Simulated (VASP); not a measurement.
# CdS (Hawleyite) (F-43m) in VASP: notebook

Aim: see how the results for CdS (Hawleyite) move with the level of theory and the settings. Levels: PBE0, HSE06. Tasks: band structure.

Program: VASP 6.6.1. These are calculated values, not measurements. Logs are shortened: lines on timing, memory, paths and dates and some standing lists are left out, and cuts for length are marked.

## Step 1: Starting point

The structure is cubic, space group F-43m (No. 216). Conventional cell: a = 5.833 Å, b = 5.833 Å, c = 5.833 Å, α = 90.00°, β = 90.00°, γ = 90.00°. Around Cd (site symmetry -43m) lie 4 S at 2.53 Å. S (site symmetry -43m) has 4 Cd at 2.53 Å as nearest neighbours.

## Step 2: Band structure, PBE0

File POSCAR:

```
CdS
1.0
    0.0000000000      2.9165000000      2.9165000000
    2.9165000000      0.0000000000      2.9165000000
    2.9165000000      2.9165000000      0.0000000000
Cd S
1 1
Direct
    0.0000000000      0.0000000000      0.0000000000
    0.7500000000      0.7500000000      0.7500000000
```

File INCAR.step1:

```
SYSTEM = CdS
PREC = Accurate
ENCUT = 520
EDIFF = 1E-5
ISMEAR = 0
SIGMA = 0.02
LREAL = .False.
LASPH = .True.
NELM = 100
ALGO = Normal
ISIF = 2
LWAVE = .True.
LCHARG = .False.
GGA = PE
```

File INCAR.step2:

```
SYSTEM = CdS
PREC = Accurate
ENCUT = 520
EDIFF = 1E-6
ISMEAR = 0
SIGMA = 0.02
LREAL = .False.
LASPH = .True.
NELM = 100
ALGO = Normal
ISIF = 2
LWAVE = .False.
LCHARG = .False.
GGA = PE
LHFCALC = .True.
AEXX = 0.25
PRECFOCK = Fast
ISTART = 1
HFRCUT = -1
```

File KPOINTS:

```
Automatic mesh
0
Gamma
  6 6 6
  0 0 0
```

File KPOINTS_OPT:

```
path GXWKGLUWLK,UX
12
line-mode
reciprocal
 0.0000000000  0.0000000000  0.0000000000  G
 0.5000000000  0.0000000000  0.5000000000  X

 0.5000000000  0.0000000000  0.5000000000  X
 0.5000000000  0.2500000000  0.7500000000  W

 0.5000000000  0.2500000000  0.7500000000  W
 0.3750000000  0.3750000000  0.7500000000  K

 0.3750000000  0.3750000000  0.7500000000  K
 0.0000000000  0.0000000000  0.0000000000  G

 0.0000000000  0.0000000000  0.0000000000  G
 0.5000000000  0.5000000000  0.5000000000  L

 0.5000000000  0.5000000000  0.5000000000  L
 0.6250000000  0.2500000000  0.6250000000  U

 0.6250000000  0.2500000000  0.6250000000  U
 0.5000000000  0.2500000000  0.7500000000  W

 0.5000000000  0.2500000000  0.7500000000  W
 0.5000000000  0.5000000000  0.5000000000  L

 0.5000000000  0.5000000000  0.5000000000  L
 0.3750000000  0.3750000000  0.7500000000  K

 0.6250000000  0.2500000000  0.6250000000  U
 0.5000000000  0.0000000000  0.5000000000  X
```

Potentials or basis: VASP PAW PBE potentials, release 64 (Cd, S).

Started as:

```bash
cat potpaw_PBE.64/Cd/POTCAR potpaw_PBE.64/S/POTCAR > POTCAR
cp INCAR.step1 INCAR
mpirun -np 1 vasp_std > vasp.out
cp INCAR.step2 INCAR
mpirun -np 1 vasp_std > vasp.out
```

OUTCAR:

```text
SYSTEM = CdS
   PREC = Accurate
   ENCUT = 520
   EDIFF = 1E-6
   ISMEAR = 0
   LREAL = .False.
   LASPH = .True.
   NELM = 100
   ISIF = 2
   GGA = PE
   LHFCALC = .True.
   AEXX = 0.25
   PRECFOCK = Fast
   ISTART = 1

 ion  position               nearest neighbor table
   1  0.000  0.000  0.000-   2 2.53   2 2.53   2 2.53   2 2.53
   2  0.750  0.750  0.750-   1 2.53   1 2.53   1 2.53   1 2.53

  LATTYP: Found a face centered cubic cell.
 ALAT       =     5.8330000000

  Lattice vectors:

 A1 = (   0.0000000000,   2.9165000000,   2.9165000000)
 A2 = (   2.9165000000,   0.0000000000,   2.9165000000)
 A3 = (   2.9165000000,   2.9165000000,   0.0000000000)

Analysis of symmetry for initial positions (statically):
=====================================================================
 Subroutine PRICEL returns:
 Original cell was already a primitive cell.

 Routine SETGRP: Setting up the symmetry group for a
 face centered cubic supercell.

 Subroutine GETGRP returns: Found 24 space group operations
 (whereof 24 operations were pure point group operations)
 out of a pool of 48 trial point group operations.

The static configuration has the point symmetry T_d .

Analysis of symmetry for dynamics (positions and initial velocities):
=====================================================================
 Subroutine PRICEL returns:
 Original cell was already a primitive cell.

 Routine SETGRP: Setting up the symmetry group for a
 face centered cubic supercell.

 Subroutine GETGRP returns: Found 24 space group operations
 (whereof 24 operations were pure point group operations)
 out of a pool of 48 trial point group operations.

The dynamic configuration has the point symmetry T_d .

 Subroutine INISYM returns: Found 24 space group operations
 (whereof 24 operations are pure point group operations),
 and found     1 'primitive' translations

----------------------------------------------------------------------------------------

                                     Primitive cell

  volume of cell :      49.6153

  direct lattice vectors                    reciprocal lattice vectors
     0.000000000  2.916500000  2.916500000    -0.171438368  0.171438368  0.171438368
     2.916500000  0.000000000  2.916500000     0.171438368 -0.171438368  0.171438368
     2.916500000  2.916500000  0.000000000     0.171438368  0.171438368 -0.171438368

  length of vectors
     4.124553855  4.124553855  4.124553855     0.296939964  0.296939964  0.296939964

  position of ions in fractional coordinates (direct lattice)
     0.000000000  0.000000000  0.000000000
     0.750000000  0.750000000  0.750000000

  ion indices of the primitive-cell ions
   primitive index   ion index
                 1           1
                 2           2

----------------------------------------------------------------------------------------

 KPOINTS: Automatic mesh

Automatic generation of k-mesh.
 Grid dimensions read from file:
 generate k-points for:    6    6    6

 Generating k-lattice:

  Cartesian coordinates                     Fractional coordinates (reciprocal lattice)
    -0.028573061  0.028573061  0.028573061     0.166666667  0.000000000  0.000000000
     0.028573061 -0.028573061  0.028573061     0.000000000  0.166666667  0.000000000
     0.028573061  0.028573061 -0.028573061     0.000000000  0.000000000  0.166666667

  Length of vectors
     0.049489994  0.049489994  0.049489994

  Shift w.r.t. Gamma in fractional coordinates (k-lattice)
     0.000000000  0.000000000  0.000000000

 Subroutine IBZKPT returns following result:
 ===========================================

 Found     16 irreducible k-points:

 Following reciprocal coordinates:
            Coordinates               Weight
  0.000000  0.000000  0.000000      1.000000
  0.166667  0.000000  0.000000      8.000000
  0.333333  0.000000  0.000000      8.000000
  0.500000  0.000000  0.000000      4.000000
  0.166667  0.166667  0.000000      6.000000
  0.333333  0.166667  0.000000     24.000000
[... 8 lines left out ...]
 -0.333333  0.333333  0.166667     24.000000
 -0.333333  0.500000  0.166667     12.000000
   k-points           NKPTS =     16   k-points in BZ     NKDIM =    216   number of bands    NBANDS=     13
   number of dos      NEDOS =    301   number of ions     NIONS =      2
   total plane-waves  NPLWV =  32768
   dimension x,y,z NGX =    32 NGY =   32 NGZ =   32
   dimension x,y,z NGXF=    64 NGYF=   64 NGZF=   64
   ions per type =               1   1
   NGX,Y,Z   is equivalent  to a cutoff of  12.90, 12.90, 12.90 a.u.
   NGXF,Y,Z  is equivalent  to a cutoff of  25.80, 25.80, 25.80 a.u.
 SYSTEM =  CdS
   PREC   = accura    normal or accurate (medium, high low for compatibility)
   ISTART =      1    job   : 0-new  1-cont  2-samecut
   ICHARG =      0    charge: 1-file 2-atom 10-const
   ISPIN  =      1    spin polarized calculation?
   LNONCOLLINEAR =      F non collinear calculations
   LSORBIT =      F    spin-orbit coupling
   LASPH  =      T    aspherical Exc in radial PAW
   ENCUT  =  520.0 eV  38.22 Ry    6.18 a.u.   7.67  7.67  7.67*2*pi/ulx,y,z
   NELM   =    100;   NELMIN=  2; NELMDL=  0     # of ELM steps
   EDIFF  = 0.1E-05   stopping-criterion for ELM
   LREAL  =      F    real-space projection
   EDIFFG = 0.1E-04   stopping-criterion for IOM
   NSW    =      0    number of steps for IOM
   IBRION =     -1    ionic relax: 0-MD 1-quasi-New 2-CG
   NFREE  =      0    steps in history (QN), initial steepest desc. (CG)
   ISIF   =      2    stress and relaxation
   ISYM   =      3    0-nonsym 1-usesym 2-fastsym
   POTIM  = 0.5000    time-step for ionic-motion
   TEBEG  =    0.0;   TEEND  =   0.0 temperature during run
   PSTRESS=    0.0 pullay stress
   NELECT =      18.0000    total number of electrons
   NUPDOWN=      -1.0000    fix difference up-down
   EMIN   =  10.00;   EMAX   =-10.00  energy-range for DOS
   EFERMI =   0.00;   METHOD = LEGACY
   ISMEAR =     0;   SIGMA  =   0.02  broadening in eV -4-tet -1-fermi 0-gaus
   EFERMI_NEDOS =   21; number of points for ismear=-14 and -15
   IALGO  =     38    algorithm
   IMIX   =      1    mixing-type and parameters
     AMIX     =   0.40;   BMIX     =  1.00
     AMIX_MAG =   1.60;   BMIX_MAG =  1.00
  volume/ion in A,a.u.               =      24.81       167.41
  Fermi-wavevector in a.u.,A,eV,Ry     =   1.167599  2.206442 18.548649  1.363287
  Thomas-Fermi vector in A             =   2.304097
   LORBIT       =      0    0 simple, 1 ext, 2 COOP (PROOUT), +10 PAW based schemes
   GGA     = PE    functional components
   LHFCALC =     T    Hartree Fock is set to
   PRECFOCK=fast      Normal, Fast or Accurate (Low or Medium for compatibility)
   ENCUT4O =  -1.0   cutoff for four orbital integrals eV
   NKREDX  =     1    reduce k-point grid by
   NKREDY  =     1    reduce k-point grid by
   NKREDZ  =     1    reduce k-point grid by
   AEXX    =    0.2500 exact exchange contribution
   HFSCREEN=    0.0000 screening length (either q_TF or 0.3 A-1)
   HFSCREENC=   0.0000 screening length for correlation (either q_TF or 0.3 A-1)
   ENCUTFOCK=  -1.0 apply spherical cutoff to Coloumb kernel
   IVDW    =     0    specifies the selected vdW correction
   LEPSILON=     F    determine dielectric tensor
   LRPA    =     F    only Hartree local field effects (RPA)
 non-spin polarized calculation
 Gauss-broadening in eV      SIGMA  =   0.02
  energy-cutoff  :      520.00
  volume of cell :       49.62
 maximum number of plane-waves:      1363
 NGX is ok and might be reduce to    32
  NGX = 18; NGY = 18; NGZ = 18

 number of electron      18.0000004 magnetization

 Free energy of the ion-electron system (eV)
  ---------------------------------------------------
  ext. energy  EPLUGINS =         0.00000000
  ---------------------------------------------------
  free energy    TOTEN  =        -8.16699391 eV

  energy without entropy =       -8.16699391  energy(sigma->0) =       -8.16699391

 E-fermi :   0.4106     XC(G=0):  -7.2200

 val. band max:        0.3008279636   @ k =   0.0000   0.0000   0.0000
 cond. band min:       3.1182870598   @ k =   0.0000   0.0000   0.0000
 fundamental gap:      2.8174590961
 Fermi energy:         0.4106280953

 k-point     1 :       0.0000    0.0000    0.0000
  band No.  band energies     occupation
      1     -13.3338      2.00000
      2      -8.6078      2.00000
      3      -8.6078      2.00000
      4      -8.6078      2.00000
      5      -8.1218      2.00000
      6      -8.1218      2.00000
      7       0.3008      2.00000
      8       0.3008      2.00000
      9       0.3008      2.00000
     10       3.1183      0.00000
     11       8.7296      0.00000
     12       8.7296      0.00000
     13       8.7296      0.00000

 k-point     2 :       0.1667    0.0000    0.0000
  band No.  band energies     occupation
      1     -13.2184      2.00000
      2      -8.5702      2.00000
      3      -8.5702      2.00000
      4      -8.4948      2.00000
      5      -8.1230      2.00000
      6      -8.1230      2.00000
      7      -1.2629      2.00000
      8       0.0757      2.00000
      9       0.0757      2.00000
     10       4.3041      0.00000
     11       8.3682      0.00000
     12       9.0741      0.00000
     13       9.0741      0.00000

 k-point     3 :       0.3333    0.0000    0.0000
  band No.  band energies     occupation
      1     -12.9893      2.00000
      2      -8.5079      2.00000
      3      -8.5079      2.00000
      4      -8.1073      2.00000
      5      -8.1073      2.00000
      6      -8.0949      2.00000
      7      -3.3972      2.00000
      8      -0.3331      2.00000
      9      -0.3331      2.00000
     10       5.0703      0.00000
     11       8.9405      0.00000
     12       9.2849      0.00000
     13       9.2849      0.00000
[... 177 lines left out ...]
 k-point    15 :      -0.3333    0.3333    0.1667
  band No.  band energies     occupation
      1     -12.7728      2.00000
      2      -8.4115      2.00000
      3      -8.3707      2.00000
      4      -8.1656      2.00000
      5      -8.1052      2.00000
      6      -7.5159      2.00000
      7      -3.9738      2.00000
      8      -2.2093      2.00000
      9      -1.3895      2.00000
     10       7.1886      0.00000
     11       7.6232      0.00000
     12       9.2948      0.00000
     13      11.0258      0.00000

 k-point    16 :      -0.3333    0.5000    0.1667
  band No.  band energies     occupation
      1     -12.7380      2.00000
      2      -8.3665      2.00000
      3      -8.3393      2.00000
      4      -8.2040      2.00000
      5      -8.0824      2.00000
      6      -7.4813      2.00000
      7      -3.9085      2.00000
      8      -2.0498      2.00000
      9      -2.0304      2.00000
     10       6.6795      0.00000
     11       7.3891      0.00000
     12      10.4879      0.00000
     13      10.5823      0.00000

------------------------ aborting loop because EDIFF is reached ----------------------------------------

  FORCE on cell =-STRESS in cart. coord.  units (eV):
  Direction    XX          YY          ZZ          XY          YZ          ZX
  --------------------------------------------------------------------------------------
  -------------------------------------------------------------------------------------
  Total        0.5742986      0.5742986      0.5742986      0.0000000      0.0000000     -0.0000000
  in kB       18.5452374     18.5452374     18.5452374      0.0000000      0.0000000     -0.0000000
  external PRESSURE =      18.5452374 kB  Pullay stress =       0.0000000 kB

 VOLUME and BASIS-vectors are now :
 -----------------------------------------------------------------------------
  energy-cutoff  :      520.00
  volume of cell :       49.62
      direct lattice vectors                 reciprocal lattice vectors
     0.000000000  2.916500000  2.916500000    -0.171438368  0.171438368  0.171438368
     2.916500000  0.000000000  2.916500000     0.171438368 -0.171438368  0.171438368
     2.916500000  2.916500000  0.000000000     0.171438368  0.171438368 -0.171438368

 POSITION                                       TOTAL-FORCE (eV/Angst)
 -----------------------------------------------------------------------------------
      0.00000      0.00000      0.00000         0.000000      0.000000     -0.000000
      4.37475      4.37475      4.37475        -0.000000     -0.000000      0.000000
 -----------------------------------------------------------------------------------
    total drift:                               -0.000073     -0.000070     -0.000048

  FREE ENERGIE OF THE ION-ELECTRON SYSTEM (eV)
  ---------------------------------------------------
  free  energy   TOTEN  =        -8.1669939126 eV

  energy  without entropy=       -8.1669939126  energy(sigma->0) =       -8.16699391
```

Wall time 71 min (1 thread of Intel Xeon 6975P-C (Granite Rapids), shared host); peak memory 0.27 GiB.

Results:

```yaml
Free_energy: -8.1670 eV
Pressure: 1.9 GPa
Band_gap_on_the_k_mesh: 2.82 eV, direct
Band_gap_along_the_path: 2.82 eV, direct
```

Levels at the corners of the path, in eV from the valence-band top:
| point | band 6 | band 7 | band 8 | band 9 | band 10 | band 11 | band 12 | band 13 |
| --- | --- | --- | --- | --- | --- | --- | --- | --- |
| Γ | -8.42 | 0.00 | 0.00 | 0.00 | 2.82 | 8.43 | 8.43 | 8.43 |
| X | -7.92 | -4.28 | -2.05 | -2.05 | 5.13 | 6.18 | 11.28 | 13.02 |
| X | -7.92 | -4.28 | -2.05 | -2.05 | 5.13 | 6.18 | 11.28 | 13.02 |
| W | -7.74 | -4.18 | -2.45 | -2.43 | 7.12 | 7.52 | 9.18 | 9.83 |
| W | -7.74 | -4.18 | -2.45 | -2.43 | 7.12 | 7.52 | 9.18 | 9.83 |
| K | -7.79 | -4.23 | -2.77 | -1.67 | 5.94 | 7.39 | 10.40 | 11.12 |
| K | -7.79 | -4.23 | -2.77 | -1.67 | 5.94 | 7.39 | 10.40 | 11.12 |
| Γ | -8.42 | 0.00 | 0.00 | 0.00 | 2.82 | 8.43 | 8.43 | 8.43 |
| Γ | -8.42 | 0.00 | 0.00 | 0.00 | 2.82 | 8.43 | 8.43 | 8.43 |
| L | -8.01 | -4.77 | -0.82 | -0.82 | 4.80 | 8.88 | 8.88 | 9.40 |
| L | -8.01 | -4.77 | -0.82 | -0.82 | 4.80 | 8.88 | 8.88 | 9.40 |
| U | -7.79 | -4.23 | -2.77 | -1.67 | 5.94 | 7.39 | 10.40 | 11.12 |
| U | -7.79 | -4.23 | -2.77 | -1.67 | 5.94 | 7.39 | 10.40 | 11.12 |
| W | -7.74 | -4.18 | -2.45 | -2.43 | 7.12 | 7.52 | 9.18 | 9.83 |
| W | -7.74 | -4.18 | -2.45 | -2.43 | 7.12 | 7.52 | 9.18 | 9.83 |
| L | -8.01 | -4.77 | -0.82 | -0.82 | 4.80 | 8.88 | 8.88 | 9.40 |
| L | -8.01 | -4.77 | -0.82 | -0.82 | 4.80 | 8.88 | 8.88 | 9.40 |
| K | -7.79 | -4.23 | -2.77 | -1.67 | 5.94 | 7.39 | 10.40 | 11.12 |
| U | -7.79 | -4.23 | -2.77 | -1.67 | 5.94 | 7.39 | 10.40 | 11.12 |
| X | -7.92 | -4.28 | -2.05 | -2.05 | 5.13 | 6.18 | 11.28 | 13.02 |

Caveat: the PAW data sets were made with another functional, which shifts forces and pressure a little.

(Part 1 of 2 ends here.)
